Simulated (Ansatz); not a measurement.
## Al: the change of pressure with volume per atom

Results calculated with Ansatz 0.2.0, not measured. Periodic Kohn-Sham DFT of a crystal at fixed atoms; pressure and stress are positive in compression; the energy is the free energy less that of spherical unpolarised free atoms; site moments are those in the method's own spheres, positive along +z.

Cell of the first row (space group Fm-3m, No. 225):
```
CELL_PARAMETERS angstrom
0.00000 1.98270 1.98270
1.98270 0.00000 1.98270
1.98270 1.98270 0.00000
ATOMIC_POSITIONS crystal
Al 0.00000 0.00000 0.00000
```

Settings of every row: method frozen-core PAW; functional PBE; relativity scalar; k mesh 14x14x14; filling fermi-dirac; smearing width 0.05 eV; wave cutoff 420 eV; paw set soft_2.

Atom start moment: 0 on all atoms.

```
row  volume per atom (Å³)  pressure (GPa)
  1                15.588           4.726
  2                15.919           2.754
  3                16.251           0.982
  4                16.417           0.165
  5                16.582          -0.607
  6                16.748               ?
  7                16.914          -2.022
  8                17.246          -3.266
  9                17.577          -4.357
```

Question: what pressure should row 6 give?

Worked fit of pressure. Take u = (V_r/V)^(2/3) − 1 with V_r = 16.5 Å³ an atom, which is twice the finite (Eulerian) strain; such expansions in the strain, on which the Birch-Murnaghan equation of state is built, carry the rest volume and the bulk modulus. The shown rows have u = 0.03863, 0.02419, 0.01019, 0.00337, -0.0033, -0.01639, -0.02905, -0.04128. Least squares give pressure = −0.2294 + 115.108 × u + 352.95 × u² − 325 × u³ GPa; a parabola predicts inner rows, each left out in turn, worse (root mean square 0.006 against 0.0036 GPa). The rows lie off it by 0.001, -0.003, 0.002, 0.002, -0.002, -0.002, 0.001, 0.000. The pressure vanishes at u = 0.0020, or V = 16.45 Å³ an atom, and there the bulk modulus at fixed shape and fractions is B = −V dP/dV = (2/3)(1 + u) dP/du = 77.8 GPa. The withheld row has u = -0.0099, so the fit gives −0.2294 + 115.108 × (-0.0099) + 352.95 × (-0.0099)² − 325 × (-0.0099)³ = -1.334 GPa.

The calculation gave -1.337 GPa. The fit lies 0.003 GPa (0.033 % of the column's range) above it; its largest miss of a shown row is 0.003 GPa.
